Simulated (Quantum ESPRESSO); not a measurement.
# Ce (Im-3m) in Quantum ESPRESSO: further runs

Runs on Ce. Level: PBE. Tasks: phonon dispersion, Wannier functions.

Everything below comes from runs of Quantum ESPRESSO 7.5. Logs are shortened: lines on timing, memory, paths and dates and some standing lists are left out, and cuts for length are marked.

## Step 1: The structure

It takes space group Im-3m (No. 229, cubic). The conventional cell has a = 3.887 Å, b = 3.887 Å, c = 3.887 Å, α = 90.00°, β = 90.00°, γ = 90.00°. Ce (site symmetry m-3m) has 8 Ce at 3.37 Å as nearest neighbours.

This isn't the form of Ce at room conditions, which is fcc.

## Step 2: Phonon dispersion, PBE, collinear spin, ferromagnetic start

Input file pw.in:

```
&CONTROL
  calculation = 'scf'
  prefix = 'pwscf'
  outdir = './tmp'
  pseudo_dir = './pseudo'
  tprnfor = .true.
  tstress = .true.
  disk_io = 'low'
/
&SYSTEM
  ibrav = 0
  nat = 1
  ntyp = 1
  ecutwfc = 55
  ecutrho = 440
  nbnd = 15
  occupations = 'smearing'
  smearing = 'mv'
  degauss = 0.01999163
  nspin = 2
  starting_magnetization(1) = 0.0833
/
&ELECTRONS
  conv_thr = 2d-10
  electron_maxstep = 120
  mixing_beta = 0.3
/
ATOMIC_SPECIES
Ce   140.1160 Ce.paw.z_12.atompaw.wentzcovitch.v1.2.upf
CELL_PARAMETERS angstrom
  -1.9432985503    1.9432985503    1.9432985503
   1.9432985503   -1.9432985503    1.9432985503
   1.9432985503    1.9432985503   -1.9432985503
ATOMIC_POSITIONS crystal
Ce     0.0000000000    0.0000000000    0.0000000000
K_POINTS automatic
8 8 8 0 0 0
```

Input file relax.in:

```
&CONTROL
  calculation = 'vc-relax'
  prefix = 'pwscf'
  outdir = './tmp'
  pseudo_dir = './pseudo'
  tprnfor = .true.
  tstress = .true.
  disk_io = 'low'
  nstep = 40
  forc_conv_thr = 0.0001
  etot_conv_thr = 1d-06
/
&SYSTEM
  ibrav = 0
  nat = 1
  ntyp = 1
  ecutwfc = 55
  ecutrho = 440
  nbnd = 15
  occupations = 'smearing'
  smearing = 'mv'
  degauss = 0.01999163
  nspin = 2
  starting_magnetization(1) = 0.0833
/
&ELECTRONS
  conv_thr = 2d-10
  electron_maxstep = 120
  mixing_beta = 0.3
/
&IONS
  ion_dynamics = 'bfgs'
/
&CELL
  cell_dynamics = 'bfgs'
  press = 0
  press_conv_thr = 0.2
/
ATOMIC_SPECIES
Ce   140.1160 Ce.paw.z_12.atompaw.wentzcovitch.v1.2.upf
CELL_PARAMETERS angstrom
  -1.9432985503    1.9432985503    1.9432985503
   1.9432985503   -1.9432985503    1.9432985503
   1.9432985503    1.9432985503   -1.9432985503
ATOMIC_POSITIONS crystal
Ce     0.0000000000    0.0000000000    0.0000000000
K_POINTS automatic
8 8 8 0 0 0
```

Input file scf2.in:

```
&CONTROL
  calculation = 'scf'
  prefix = 'pwscf'
  outdir = './tmp'
  pseudo_dir = './pseudo'
  tprnfor = .true.
  tstress = .true.
  disk_io = 'low'
/
&SYSTEM
  ibrav = 0
  nat = 1
  ntyp = 1
  ecutwfc = 55
  ecutrho = 440
  nbnd = 15
  occupations = 'smearing'
  smearing = 'mv'
  degauss = 0.01999163
  nspin = 2
  starting_magnetization(1) = 0.0833
/
&ELECTRONS
  conv_thr = 1d-13
  electron_maxstep = 120
  mixing_beta = 0.3
  startingpot = 'file'
  startingwfc = 'file'
/
ATOMIC_SPECIES
Ce   140.1160 Ce.paw.z_12.atompaw.wentzcovitch.v1.2.upf
CELL_PARAMETERS angstrom
  -1.9310431200    1.9310431200    1.9310431200
   1.9310431200   -1.9310431200    1.9310431200
   1.9310431200    1.9310431200   -1.9310431200
ATOMIC_POSITIONS crystal
Ce     0.0000000000    0.0000000000    0.0000000000
K_POINTS automatic
8 8 8 0 0 0
```

Input file ph.in:

```
phonon_bands of Ce
&INPUTPH
  prefix = 'pwscf'
  outdir = './tmp'
  tr2_ph = 1d-16
  fildyn = 'dyn'
  niter_ph = 60
  alpha_mix(1) = 0.4
  ldisp = .true.
  nq1 = 2
  nq2 = 2
  nq3 = 2
/
```

Input file q2r.in:

```
&INPUT
  fildyn = 'dyn'
  zasr = 'crystal'
  flfrc = 'fc'
/
```

Input file matdyn.in:

```
&INPUT
  asr = 'crystal'
  flfrc = 'fc'
  flfrq = 'freq'
  q_in_cryst_coord = .true.
  flvec = ' '
/
80
 0.0000000000  0.0000000000  0.0000000000
 0.0312500000 -0.0312500000  0.0312500000
 0.0625000000 -0.0625000000  0.0625000000
 0.0937500000 -0.0937500000  0.0937500000
 0.1250000000 -0.1250000000  0.1250000000
 0.1562500000 -0.1562500000  0.1562500000
 0.1875000000 -0.1875000000  0.1875000000
 0.2187500000 -0.2187500000  0.2187500000
 0.2500000000 -0.2500000000  0.2500000000
 0.2812500000 -0.2812500000  0.2812500000
 0.3125000000 -0.3125000000  0.3125000000
 0.3437500000 -0.3437500000  0.3437500000
 0.3750000000 -0.3750000000  0.3750000000
 0.4062500000 -0.4062500000  0.4062500000
 0.4375000000 -0.4375000000  0.4375000000
 0.4687500000 -0.4687500000  0.4687500000
 0.5000000000 -0.5000000000  0.5000000000
 0.4545454545 -0.4545454545  0.5000000000
 0.4090909091 -0.4090909091  0.5000000000
 0.3636363636 -0.3636363636  0.5000000000
 0.3181818182 -0.3181818182  0.5000000000
 0.2727272727 -0.2727272727  0.5000000000
 0.2272727273 -0.2272727273  0.5000000000
 0.1818181818 -0.1818181818  0.5000000000
 0.1363636364 -0.1363636364  0.5000000000
 0.0909090909 -0.0909090909  0.5000000000
 0.0454545455 -0.0454545455  0.5000000000
 0.0000000000  0.0000000000  0.5000000000
 0.0000000000  0.0000000000  0.4583333333
 0.0000000000  0.0000000000  0.4166666667
 0.0000000000  0.0000000000  0.3750000000
 0.0000000000  0.0000000000  0.3333333333
 0.0000000000  0.0000000000  0.2916666667
 0.0000000000  0.0000000000  0.2500000000
 0.0000000000  0.0000000000  0.2083333333
 0.0000000000  0.0000000000  0.1666666667
 0.0000000000  0.0000000000  0.1250000000
 0.0000000000  0.0000000000  0.0833333333
 0.0000000000  0.0000000000  0.0416666667
 0.0000000000  0.0000000000  0.0000000000
 0.0166666667  0.0166666667  0.0166666667
 0.0333333333  0.0333333333  0.0333333333
 0.0500000000  0.0500000000  0.0500000000
 0.0666666667  0.0666666667  0.0666666667
 0.0833333333  0.0833333333  0.0833333333
 0.1000000000  0.1000000000  0.1000000000
 0.1166666667  0.1166666667  0.1166666667
 0.1333333333  0.1333333333  0.1333333333
 0.1500000000  0.1500000000  0.1500000000
 0.1666666667  0.1666666667  0.1666666667
 0.1833333333  0.1833333333  0.1833333333
 0.2000000000  0.2000000000  0.2000000000
 0.2166666667  0.2166666667  0.2166666667
 0.2333333333  0.2333333333  0.2333333333
 0.2500000000  0.2500000000  0.2500000000
 0.2666666667  0.2000000000  0.2666666667
 0.2833333333  0.1500000000  0.2833333333
 0.3000000000  0.1000000000  0.3000000000
 0.3166666667  0.0500000000  0.3166666667
 0.3333333333  0.0000000000  0.3333333333
 0.3500000000 -0.0500000000  0.3500000000
 0.3666666667 -0.1000000000  0.3666666667
 0.3833333333 -0.1500000000  0.3833333333
 0.4000000000 -0.2000000000  0.4000000000
 0.4166666667 -0.2500000000  0.4166666667
 0.4333333333 -0.3000000000  0.4333333333
 0.4500000000 -0.3500000000  0.4500000000
 0.4666666667 -0.4000000000  0.4666666667
 0.4833333333 -0.4500000000  0.4833333333
 0.5000000000 -0.5000000000  0.5000000000
 0.2500000000  0.2500000000  0.2500000000
 0.2222222222  0.2222222222  0.2777777778
 0.1944444444  0.1944444444  0.3055555556
 0.1666666667  0.1666666667  0.3333333333
 0.1388888889  0.1388888889  0.3611111111
 0.1111111111  0.1111111111  0.3888888889
 0.0833333333  0.0833333333  0.4166666667
 0.0555555556  0.0555555556  0.4444444444
 0.0277777778  0.0277777778  0.4722222222
 0.0000000000  0.0000000000  0.5000000000
```

Input file matdyn_dos.in:

```
&INPUT
  asr = 'crystal'
  flfrc = 'fc'
  dos = .true.
  fldos = 'phdos'
  nk1 = 12
  nk2 = 12
  nk3 = 12
  deltaE = 1
  flvec = ' '
  flfrq = ' '
/
```

Potentials or basis: SSSP 1.3 efficiency PBE.

Started as:

```bash
$ OMP_NUM_THREADS=1 pw.x -in pw.in > pw.out
$ OMP_NUM_THREADS=1 pw.x -in relax.in > relax.out
$ OMP_NUM_THREADS=1 pw.x -in scf2.in > scf2.out
$ OMP_NUM_THREADS=1 ph.x -in ph.in > ph.out
$ OMP_NUM_THREADS=1 q2r.x -in q2r.in > q2r.out
$ OMP_NUM_THREADS=1 matdyn.x -in matdyn.in > matdyn.out
$ OMP_NUM_THREADS=1 matdyn.x -in matdyn_dos.in > matdyn_dos.out
```

pw.out:

```text
This program is part of the open-source Quantum ESPRESSO suite
     for quantum simulation of materials; please cite
         "P. Giannozzi et al., J. Phys.:Condens. Matter 21 395502 (2009);
         "P. Giannozzi et al., J. Phys.:Condens. Matter 29 465901 (2017);
         "P. Giannozzi et al., J. Chem. Phys. 152 154105 (2020);
     in publications or presentations arising from this work. More details at

     file Ce.paw.z_12.atompaw.wentzcovitch.v1.2.upf: wavefunction(s)  6S 0P 5D 0D 4F 0F renormalized
     Message from routine setup:
     using ibrav=0 with symmetry is DISCOURAGED, use correct ibrav instead

     G-vector sticks info
     --------------------
     sticks:   dense  smooth     PW     G-vecs:    dense   smooth      PW
     Sum        1339     661    241                30885    10889    2347

     Using Slab Decomposition

     bravais-lattice index     =            0
     lattice parameter (alat)  =       6.3606  a.u.
     unit-cell volume          =     198.0958 (a.u.)^3
     number of atoms/cell      =            1
     number of atomic types    =            1
     number of electrons       =        12.00
     number of Kohn-Sham states=           15
     kinetic-energy cutoff     =      55.0000  Ry
     charge density cutoff     =     440.0000  Ry
     scf convergence threshold =      2.0E-10
     mixing beta               =       0.3000
     number of iterations used =            8  plain     mixing
     Exchange-correlation= SLA PW PBX PBC
                           (   1   4   3   4   0   0   0)

     celldm(1)=   6.360614  celldm(2)=   0.000000  celldm(3)=   0.000000
     celldm(4)=   0.000000  celldm(5)=   0.000000  celldm(6)=   0.000000

     crystal axes: (cart. coord. in units of alat)
               a(1) = (  -0.577350   0.577350   0.577350 )
               a(2) = (   0.577350  -0.577350   0.577350 )
               a(3) = (   0.577350   0.577350  -0.577350 )

     reciprocal axes: (cart. coord. in units 2 pi/alat)
               b(1) = ( -0.000000  0.866025  0.866025 )
               b(2) = (  0.866025 -0.000000  0.866025 )
               b(3) = (  0.866025  0.866025  0.000000 )

     PseudoPot. # 1 for Ce read from file:
     Ce.paw.z_12.atompaw.wentzcovitch.v1.2.upf
     Pseudo is Projector augmented-wave + core cor, Zval = 12.0
     Generated using ATOMPAW code
     Shape of augmentation charge: BESSEL
     Using radial grid of 1102 points,  8 beta functions with:
                l(1) =   0
                l(2) =   0
                l(3) =   1
                l(4) =   1
                l(5) =   2
                l(6) =   2
                l(7) =   3
                l(8) =   3
     Q(r) pseudized with 0 coefficients

     atomic species   valence    mass     pseudopotential
     Ce               12.00   140.11600     Ce( 1.00)

     Starting magnetic structure
     atomic species   magnetization
     Ce              0.083

     48 Sym. Ops., with inversion, found

   Cartesian axes

     site n.     atom                  positions (alat units)
         1        Ce     tau(   1) = (   0.0000000   0.0000000   0.0000000  )

     number of k points=    29  Marzari-Vanderbilt smearing, width (Ry)=  0.0200
                       cart. coord. in units 2pi/alat
        k(    1) = (   0.0000000   0.0000000   0.0000000), wk =   0.0019531
        k(    2) = (   0.1082532   0.1082532   0.0000000), wk =   0.0234375
        k(    3) = (   0.2165064   0.2165064   0.0000000), wk =   0.0234375
        k(    4) = (   0.3247595   0.3247595   0.0000000), wk =   0.0234375
        k(    5) = (  -0.4330127  -0.4330127   0.0000000), wk =   0.0117188
        k(    6) = (   0.2165064   0.1082532   0.1082532), wk =   0.0468750
[... 21 lines left out ...]
        k(   28) = (  -0.8660254  -0.1082532  -0.1082532), wk =   0.0234375
        k(   29) = (  -0.8660254  -0.8660254  -0.8660254), wk =   0.0019531

     Dense  grid:    30885 G-vectors     FFT dimensions: (  45,  45,  45)

     Smooth grid:    10889 G-vectors     FFT dimensions: (  32,  32,  32)

     Generating pointlists ...
     new r_m :   0.4125 (alat units)  2.6238 (a.u.) for type    1

     Initial potential from superposition of free atoms

     starting charge      11.9930, renormalised to      12.0000
     Starting wfcs are   32 randomized atomic wfcs

     Self-consistent Calculation

     iteration #  1     ecut=    55.00 Ry     beta= 0.30
     Davidson diagonalization with overlap
     ethr =  1.00E-02,  avg # of iterations =  1.4

     Threshold (ethr) on eigenvalues was too large:
     Diagonalizing with lowered threshold

     Davidson diagonalization with overlap
     ethr =  5.40E-04,  avg # of iterations =  1.7

     total energy              =    -482.01391162 Ry
     estimated scf accuracy    <       0.07026580 Ry
[... 178 lines left out ...]
     iteration # 17     ecut=    55.00 Ry     beta= 0.30
     Davidson diagonalization with overlap
     ethr =  3.97E-12,  avg # of iterations =  2.3

     negative rho (up, down):  0.000E+00 8.214E-06

     Magnetic moment per site  (integrated on atomic sphere of radius R)
     atom   1 (R=0.412)  charge= 10.1207  magn=  0.8465

     End of self-consistent calculation

 ------ SPIN UP ------------

          k = 0.0000 0.0000 0.0000 (  1409 PWs)   bands (ev):

   -20.5898  -2.1340  -2.1340  -2.1340  10.9675  14.1671  14.1671  14.1671
    15.0173  15.0173  15.0173  15.2401  15.7842  15.7842  15.7842
[... 68 lines left out ...]
   -20.1778  -3.7976  -3.2528  -2.7219  13.6915  14.3539  14.4958  14.6827
    14.6944  14.8208  14.8399  14.9196  15.0013  15.7956  19.6255

          k = 0.0000-0.1083 0.3248 (  1368 PWs)   bands (ev):

   -20.3548  -3.2949  -2.6033  -2.4127  12.9729  13.7717  14.1476  14.3346
    14.6468  14.7245  14.8553  14.9011  15.8586  15.9984  17.2427

          k =-0.0000-0.2165 0.4330 (  1360 PWs)   bands (ev):

   -20.2213  -3.9579  -2.8406  -2.4108  12.6312  14.0088  14.0754  14.4401
    14.6162  14.8023  14.8178  14.9813  15.5252  16.1228  18.0940

          k = 0.1083-0.1083 0.4330 (  1369 PWs)   bands (ev):

   -20.2293  -3.7073  -2.9395  -2.5329  13.3560  13.4029  14.3899  14.4191
    14.5634  14.7370  14.8225  15.0016  15.4569  16.2056  17.5266

          k =-0.8660-0.3248-0.3248 (  1356 PWs)   bands (ev):
[... 51 lines left out ...]
   -19.9380  -3.5921  -3.5921  -3.5921  11.6749  11.6749  14.4119  14.6558
    14.6558  14.6558  14.9531  14.9531  14.9531  21.5908  21.5908

 ------ SPIN DOWN ----------

          k = 0.0000 0.0000 0.0000 (  1409 PWs)   bands (ev):

   -20.1976  -1.7789  -1.7789  -1.7789  11.3891  14.7328  14.7328  14.7328
    15.3863  15.3863  15.3863  15.6161  16.2278  16.2278  16.2278
[... 68 lines left out ...]
   -19.7856  -3.4333  -2.8918  -2.3655  14.1216  14.8000  14.9035  15.0937
    15.2449  15.2508  15.2874  15.3446  15.5176  16.2126  19.9222

          k = 0.0000-0.1083 0.3248 (  1368 PWs)   bands (ev):

   -19.9628  -2.9330  -2.2425  -2.0558  13.3821  14.2409  14.6428  14.8599
    15.0353  15.0904  15.2994  15.3066  16.3032  16.4433  17.6342

          k =-0.0000-0.2165 0.4330 (  1360 PWs)   bands (ev):

   -19.8295  -3.5916  -2.4773  -2.0554  13.0193  14.4666  14.5190  14.8705
    15.0023  15.2960  15.3424  15.4081  15.9440  16.5281  18.4709

          k = 0.1083-0.1083 0.4330 (  1369 PWs)   bands (ev):

   -19.8375  -3.3422  -2.5762  -2.1744  13.7599  13.8071  14.8173  14.8847
    14.9516  15.1938  15.2987  15.4115  15.9606  16.6290  17.9356

          k =-0.8660-0.3248-0.3248 (  1356 PWs)   bands (ev):
[... 51 lines left out ...]
   -19.5474  -3.2208  -3.2208  -3.2208  11.9880  11.9880  14.7978  15.0189
    15.0189  15.0189  15.5378  15.5378  15.5378  21.9882  21.9882

     the Fermi energy is    14.2496 ev

!    total energy              =    -482.02358579 Ry
     total all-electron energy =      -482.023586 Ry
     estimated scf accuracy    <          6.1E-12 Ry
     smearing contrib. (-TS)   =      -0.00361937 Ry
     internal energy E=F+TS    =    -482.01996642 Ry

     The total energy is F=E-TS. E is the sum of the following terms:
     one-electron contribution =      -1.08871822 Ry
     hartree contribution      =       9.09710410 Ry
     xc contribution           =     -13.82927704 Ry
     ewald contribution        =     -71.35164963 Ry
     one-center paw contrib.   =    -404.84742564 Ry

     total magnetization       =     1.05 Bohr mag/cell
     absolute magnetization    =     1.05 Bohr mag/cell

     convergence has been achieved in  17 iterations

     negative rho (up, down):  0.000E+00 8.214E-06

     Forces acting on atoms (cartesian axes, Ry/au):

     atom    1 type  1   force =     0.00000000    0.00000000    0.00000000

     Total force =     0.000000     Total SCF correction =     0.000000

     Computing stress (Cartesian axis) and pressure

     negative rho (up, down):  0.000E+00 8.214E-06
          total   stress  (Ry/bohr**3)                   (kbar)     P=       -3.04
  -0.00002064   0.00000000   0.00000000           -3.04        0.00        0.00
   0.00000000  -0.00002064   0.00000000            0.00       -3.04        0.00
   0.00000000   0.00000000  -0.00002064            0.00        0.00       -3.04

=------------------------------------------------------------------------------=
   JOB DONE.
=------------------------------------------------------------------------------=
```

It took 37 min on 1 thread of Arm Neoverse V1, shared host; peak memory 0.37 GiB.

What came out:

| Property | Result |
| --- | --- |
| Free energy | -6558.2582 eV |
| Relaxed volume | 28.80 Å³/atom |
| Relaxed cell | a = 3.345 Å, b = 3.345 Å, c = 3.345 Å, α = 109.47°, β = 109.47°, γ = 109.47° |
| Space group after relaxing (to 0.05 Å) | Im-3m (No. 229) |
| Pressure after relaxing | -1.1 GPa |
| Band gap on the k mesh | none (metal or under the smearing width) |
| Net moment | 0.00 μB per cell |
| Absolute moment | 0.00 μB per cell |
| Valence electrons inside the program's atomic spheres | Ce 10.12 |
| Highest phonon frequency | 0 cm⁻¹ |
| Most unstable mode | 79i cm⁻¹ |

The path:
```csv
step,energy change (eV),largest force (eV/Å),pressure (GPa),volume (Å³)
1,0.0000,0.0000,-0.30,29.35
2,-0.0001,0.0000,-0.28,29.31
3,-0.0002,0.0000,-0.24,29.24
4,-0.0003,0.0000,-0.18,29.14
5,-0.0005,0.0000,-0.10,28.99
6,-0.0005,0.0000,-0.01,28.81
7,-0.0005,0.0000,0.00,28.80
```

Final structure:
```
Ce
1.0
    -1.93104    1.93104    1.93104
     1.93104   -1.93104    1.93104
     1.93104    1.93104   -1.93104
Ce
1
Cartesian
  0.0000 0.0000 0.0000
```

Levels at points of the mesh, in eV from the Fermi level:
Spin up:
```
              k point  band 4  band 5  band 6  band 7  band 8  band 9
   (0.00, 0.00, 0.00)  -16.14   -2.97    0.12    0.12    0.12    0.88
  (0.00, 0.00, -0.50)  -16.18   -2.05   -0.30    0.17    0.36    0.50
(-0.50, -0.50, -0.50)  -17.65   -2.42   -2.42    0.27    0.52    0.52
```
Spin down:
| k point | band 4 | band 5 | band 6 | band 7 | band 8 | band 9 |
| --- | --- | --- | --- | --- | --- | --- |
| (0.00, 0.00, 0.00) | -16.14 | -2.97 | 0.12 | 0.12 | 0.12 | 0.88 |
| (0.00, 0.00, -0.50) | -16.18 | -2.05 | -0.30 | 0.17 | 0.36 | 0.50 |
| (-0.50, -0.50, -0.50) | -17.65 | -2.42 | -2.42 | 0.27 | 0.52 | 0.52 |

Phonon frequencies in cm⁻¹ (negative: imaginary):
```
               q point  frequencies
 (0.000, 0.000, 0.000)        0 0 0
(0.219, -0.219, 0.219)  -47 -47 -42
(0.438, -0.438, 0.438)  -26 -26 -25
(0.273, -0.273, 0.500)  -46 -45 -43
 (0.000, 0.000, 0.458)  -67 -65 -61
 (0.000, 0.000, 0.167)  -34 -33 -31
 (0.050, 0.050, 0.050)  -25 -25 -23
 (0.167, 0.167, 0.167)  -69 -69 -67
 (0.283, 0.150, 0.283)  -78 -77 -77
(0.400, -0.200, 0.400)  -50 -48 -48
 (0.250, 0.250, 0.250)  -79 -79 -79
 (0.056, 0.056, 0.444)  -69 -67 -64
```

Phonon frequencies at the corners of the path (cm⁻¹, interpolated; i marks imaginary ones):
```
point  frequencies
    Γ        0 0 0
    H  20i 20i 20i
    N  67i 66i 61i
    P  79i 79i 79i
```

Phonon states per cell in windows of 5 cm⁻¹ (negative: imaginary):
```
from (cm⁻¹)  total
        -80   0.05
        -75   0.19
        -70   0.36
        -65   0.50
        -60   0.51
        -55   0.47
        -50   0.37
        -45   0.23
        -40   0.14
        -35   0.08
        -30   0.05
        -25   0.02
        -20   0.01
        -15   0.00
        -10   0.00
         -5   0.00
```

Caveat: the mesh is thin for the phonons of a metal; some modes are imaginary; the magnetic or orbital state may not be the lowest; spin-orbit coupling is left out, which moves the levels of the heavy elements; the q mesh is small, so phonon branches between its points and thermal values are rough.

(Continued in part 2 of 2.)
